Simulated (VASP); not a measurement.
The system is BeSe.

```
Be Se
1.0
     0.00000    2.53500    2.53500
     2.53500    0.00000    2.53500
     2.53500    2.53500    0.00000
Be Se
1 1
Cartesian
  0.0000 0.0000 0.0000
  1.2675 1.2675 1.2675
```

| Item | Value |
| --- | --- |
| Program | VASP 6.6.1 |
| Task | relaxation of cell and atoms |
| Functional | PBE |
| Potentials or basis | VASP PAW PBE potentials, release 64 (Be, Se) |
| Cutoff | 600 eV |
| k mesh | 10 × 10 × 10 |
| Occupations | gaussian, width 0.03 eV |
| Spin | no spin polarisation |

At the start: pressure 5.6 GPa; volume 16.29 Å³/atom.

Problem. Where does the relaxation end?

Solution. Over 3 steps the energy falls by 18.2 meV/atom and the volume is 17.39 Å³/atom (+6.7 %); space group F-43m (No. 216, to 0.05 Å).

Step by step:
```
step  energy change (eV)  largest force (eV/Å)  pressure (GPa)  volume (Å³)
   1              0.0000                0.0000            5.59        32.58
   2             -0.0344                0.0000           -1.14        35.34
   3             -0.0364                0.0000            0.03        34.78
```

Final structure:
```
Be Se
1.0
     0.00000    2.59076    2.59076
     2.59076    0.00000    2.59076
     2.59076    2.59076    0.00000
Be Se
1 1
Direct
  0.00000 0.00000 0.00000
  0.25000 0.25000 0.25000
```
